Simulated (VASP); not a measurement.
Wanted: the native input for a VASP 6.6.1 run.

```yaml
Task: band structure
Functional: PBE
Potentials_or_basis: VASP PAW PBE potentials, release 64 (Br, K_sv)
Cutoff: 520 eV
k_mesh: 8 × 8 × 8
Occupations: gaussian, width 0.02 eV
Spin: no spin polarisation
Ladder: free
Further_INCAR_settings: ALGO = Normal; EDIFF = 1e-07; NBANDS = 15
```

KBr:

```
CELL_PARAMETERS angstrom
0.00000 3.30000 3.30000
3.30000 0.00000 3.30000
3.30000 3.30000 0.00000
ATOMIC_POSITIONS crystal
Br 0.50000 0.50000 0.50000
K 0.00000 0.00000 0.00000
```

The input as run:

POSCAR

```
KBr
1.0
    0.0000000000      3.3000000000      3.3000000000
    3.3000000000      0.0000000000      3.3000000000
    3.3000000000      3.3000000000      0.0000000000
Br K
1 1
Direct
    0.5000000000      0.5000000000      0.5000000000
    0.0000000000      0.0000000000      0.0000000000
```

INCAR.step1

```
PREC = Accurate
ENCUT = 520
EDIFF = 1E-7
ISMEAR = 0
SIGMA = 0.02
LREAL = F
LASPH = T
NELM = 80
ALGO = Normal
ISIF = 2
LWAVE = F
LCHARG = T
GGA = PE
NBANDS = 15
```

KPOINTS.step1

```
Automatic mesh
0
Gamma
  8 8 8
```

INCAR.step2

```
PREC = Accurate
ENCUT = 520
EDIFF = 1E-7
ISMEAR = 0
SIGMA = 0.05
LREAL = F
LASPH = T
NELM = 80
ALGO = Normal
ISIF = 2
LWAVE = F
LCHARG = F
GGA = PE
NBANDS = 15
ICHARG = 11
```

KPOINTS.step2

```
path GXWKGLUWLK,UX
15
line-mode
reciprocal
 0.0000000000  0.0000000000  0.0000000000  G
 0.5000000000  0.0000000000  0.5000000000  X

 0.5000000000  0.0000000000  0.5000000000  X
 0.5000000000  0.2500000000  0.7500000000  W

 0.5000000000  0.2500000000  0.7500000000  W
 0.3750000000  0.3750000000  0.7500000000  K

 0.3750000000  0.3750000000  0.7500000000  K
 0.0000000000  0.0000000000  0.0000000000  G

 0.0000000000  0.0000000000  0.0000000000  G
 0.5000000000  0.5000000000  0.5000000000  L

 0.5000000000  0.5000000000  0.5000000000  L
 0.6250000000  0.2500000000  0.6250000000  U

 0.6250000000  0.2500000000  0.6250000000  U
 0.5000000000  0.2500000000  0.7500000000  W

 0.5000000000  0.2500000000  0.7500000000  W
 0.5000000000  0.5000000000  0.5000000000  L

 0.5000000000  0.5000000000  0.5000000000  L
 0.3750000000  0.3750000000  0.7500000000  K

 0.6250000000  0.2500000000  0.6250000000  U
 0.5000000000  0.0000000000  0.5000000000  X
```

Potentials or basis: VASP PAW PBE potentials, release 64 (Br, K_sv).

Command:

```sh
$ cat potpaw_PBE.64/Br/POTCAR potpaw_PBE.64/K_sv/POTCAR > POTCAR
$ cp INCAR.step1 INCAR
$ cp KPOINTS.step1 KPOINTS
$ mpirun -np 1 vasp_std > vasp.out
$ cp INCAR.step2 INCAR
$ cp KPOINTS.step2 KPOINTS
$ mpirun -np 1 vasp_std > vasp.out
```

It gave:

```json
{
 "Band gap on the k mesh": "4.43 eV, direct",
 "Band gap along the path": "4.43 eV, direct"
}
```

Caveat: the log is that of the step along the path at fixed density, whose energy, stress, charges and moments have no meaning.

Run time: 87 s on 1 thread of AMD EPYC 9R45 96-Core Processor (Zen 5), on a shared host, peak memory 0.28 GiB.
